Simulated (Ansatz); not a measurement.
**NaCl and the effect of the dispersion correction**

The cell as given:

```cif
data_structure
_symmetry_space_group_name_H-M 'Fm-3m'
_symmetry_Int_Tables_number 225
_cell_length_a 5.5881
_cell_length_b 5.5881
_cell_length_c 5.5881
_cell_angle_alpha 90.000
_cell_angle_beta 90.000
_cell_angle_gamma 90.000
_cell_volume 174.50
loop_
_atom_site_label
_atom_site_type_symbol
_atom_site_symmetry_multiplicity
_atom_site_Wyckoff_symbol
_atom_site_fract_x
_atom_site_fract_y
_atom_site_fract_z
_atom_site_occupancy
Cl1 Cl 4 b 0.50000 0.00000 0.00000 1
Na1 Na 4 a 0.00000 0.00000 0.00000 1
```

The cell is a database's computed one, not the measured one.

Kept alike: task relaxation of cell and atoms; functional PBE; k mesh 8 × 8 × 8; occupations fermi-dirac, width 0.05 eV; no spin polarisation. Program: Ansatz, all-electron LAPW, scalar-relativistic. The mesh is that of the run's cell of 2 atoms. No spin-orbit coupling.

```csv
dispersion correction,band gap (eV),volume (Å³/atom)
D3(BJ),5.230,21.742
D4,5.115,22.383
none,5.001,23.068
```

Gaps hold for each row's own relaxed cell. The relaxations keep at least the cell's symmetry (Fm-3m). Relaxations stop with a little pressure left, so the last digits of a volume or edge aren't settled. A gap read on the mesh alone can miss an edge between its points.

Task: What does the dispersion correction change here?

Result: The band gap runs from 5.001 (none) to 5.230 eV (D3(BJ)). The volume runs from 21.742 (D3(BJ)) to 23.068 Å³/atom (none). Against no correction: D3(BJ) -5.7 %; D4 -3.0 %. Dispersion terms mostly attract and so lower the volume; the schemes' coefficients and damping set how far.
